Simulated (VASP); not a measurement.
Input of a VASP 6.6.1 run:

Contents of INCAR:

```
SYSTEM = TePb
PREC     = Accurate       ! precision mode
ENCUT    = 600            ! plane-wave cutoff, eV
EDIFF    = 1E-7           ! SCF threshold, eV
ISMEAR   = -1             ! smearing method
SIGMA    = 0.05           ! smearing width, eV
LREAL    = .FALSE.        ! projectors in reciprocal space
LASPH    = .TRUE.         ! aspherical terms in the spheres
NELM     = 60             ! most SCF steps
ALGO     = Normal         ! electronic algorithm
ISIF     = 2              ! what is computed and relaxed
LWAVE    = .FALSE.        ! write WAVECAR
LCHARG   = .FALSE.        ! write CHGCAR
GGA      = PE             ! functional
```

Contents of KPOINTS:

```
regular mesh
0
G
  7 7 7
  0 0 0
```

File POSCAR:

```
TePb
1.0
    0.0000000000      3.2310000000      3.2310000000
    3.2310000000      0.0000000000      3.2310000000
    3.2310000000      3.2310000000      0.0000000000
Pb Te
1 1
Direct
    0.0000000000      0.0000000000      0.0000000000
    0.5000000000      0.5000000000      0.5000000000
```

KPOINTS_OPT

```
path GXWKGLUWLK,UX
20
line-mode
reciprocal
 0.0000000000  0.0000000000  0.0000000000  G
 0.5000000000  0.0000000000  0.5000000000  X

 0.5000000000  0.0000000000  0.5000000000  X
 0.5000000000  0.2500000000  0.7500000000  W

 0.5000000000  0.2500000000  0.7500000000  W
 0.3750000000  0.3750000000  0.7500000000  K

 0.3750000000  0.3750000000  0.7500000000  K
 0.0000000000  0.0000000000  0.0000000000  G

 0.0000000000  0.0000000000  0.0000000000  G
 0.5000000000  0.5000000000  0.5000000000  L

 0.5000000000  0.5000000000  0.5000000000  L
 0.6250000000  0.2500000000  0.6250000000  U

 0.6250000000  0.2500000000  0.6250000000  U
 0.5000000000  0.2500000000  0.7500000000  W

 0.5000000000  0.2500000000  0.7500000000  W
 0.5000000000  0.5000000000  0.5000000000  L

 0.5000000000  0.5000000000  0.5000000000  L
 0.3750000000  0.3750000000  0.7500000000  K

 0.6250000000  0.2500000000  0.6250000000  U
 0.5000000000  0.0000000000  0.5000000000  X
```

Potentials or basis: VASP PAW PBE potentials, release 64 (Pb_d_GW, Te_GW).

The run is started by

```console
$ cat potpaw_PBE.64/Pb_d_GW/POTCAR potpaw_PBE.64/Te_GW/POTCAR > POTCAR
$ mpirun -np 1 vasp_std > vasp.out
```

Problem. Predict the band gap along the path.

Solution. 0.73 eV, direct.

Problem. Predict the pressure.

Solution. 2.1 GPa.

Levels at the corners of the path, in eV from the Fermi level:
```csv
point,band 7,band 8,band 9,band 10,band 11,band 12,band 13,band 14,band 15
Γ,-12.43,-6.01,-1.76,-1.76,-1.76,3.67,3.67,3.67,5.42
X,-10.74,-7.71,-4.91,-3.21,-3.21,2.89,5.07,5.07,6.29
X,-10.74,-7.71,-4.91,-3.21,-3.21,2.89,5.07,5.07,6.29
W,-10.59,-8.40,-4.19,-4.19,-0.77,1.26,4.82,4.82,6.45
W,-10.59,-8.40,-4.19,-4.19,-0.77,1.26,4.82,4.82,6.45
K,-10.65,-8.38,-4.53,-2.71,-2.49,3.17,3.38,4.73,5.54
K,-10.65,-8.38,-4.53,-2.71,-2.49,3.17,3.38,4.73,5.54
Γ,-12.43,-6.01,-1.76,-1.76,-1.76,3.67,3.67,3.67,5.42
Γ,-12.43,-6.01,-1.76,-1.76,-1.76,3.67,3.67,3.67,5.42
L,-10.99,-9.00,-1.30,-1.30,-0.41,0.33,0.86,0.86,7.98
L,-10.99,-9.00,-1.30,-1.30,-0.41,0.33,0.86,0.86,7.98
U,-10.65,-8.38,-4.53,-2.71,-2.49,3.17,3.38,4.73,5.54
U,-10.65,-8.38,-4.53,-2.71,-2.49,3.17,3.38,4.73,5.54
W,-10.59,-8.40,-4.19,-4.19,-0.77,1.26,4.82,4.82,6.45
W,-10.59,-8.40,-4.19,-4.19,-0.77,1.26,4.82,4.82,6.45
L,-10.99,-9.00,-1.30,-1.30,-0.41,0.33,0.86,0.86,7.98
L,-10.99,-9.00,-1.30,-1.30,-0.41,0.33,0.86,0.86,7.98
K,-10.65,-8.38,-4.53,-2.71,-2.49,3.17,3.38,4.73,5.54
U,-10.65,-8.38,-4.53,-2.71,-2.49,3.17,3.38,4.73,5.54
X,-10.74,-7.71,-4.91,-3.21,-3.21,2.89,5.07,5.07,6.29
```

Caveat: this odd mesh misses L, where the gap lies, so gap, dielectric constants and Born charges aren't listed; spin-orbit coupling is left out, which moves the levels of the heavy elements.

**The experiment to reproduce.**

From a printed reference work, monograph, for a bulk crystal of TePb at 4.2 K: band gap 0.19 eV (direct).

Measured gap of TePb: 0.19 eV (direct; 4.2 K; a printed reference work, monograph). This calculation gives 0.73 eV (+0.54 eV). Spin-orbit coupling on Pb, Te is left out. The value is that of PBE, without temperature or zero-point motion.
